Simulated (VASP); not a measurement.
```xyz
2
Lattice="0.0000 3.1166 3.1166 3.1166 0.0000 3.1166 3.1166 3.1166 0.0000" Properties=species:S:1:pos:R:3 pbc="T T T"
Al     0.0000     0.0000     0.0000
Sb     1.5583     1.5583     1.5583
```

Calculation: SCAN meta-GGA, VASP's PBE PAW potentials (set 64) (plane waves; VASP). Settings: 520 eV cut-off, 7×7×7 Γ-centred mesh, Gaussian smearing of 0.050 eV, potentials Al Sb.

### Question
Give the stress tensor in GPa (positive for a compressed cell).

### Answer

```
-1.55   0.00   0.00
 0.00  -1.55   0.00
 0.00   0.00  -1.55
```
The pressure is its mean diagonal, -1.55 GPa.

The compound is AlSb in the zinc blende structure. This cell is one point of a volume scan, at 1.03 of the reference volume.
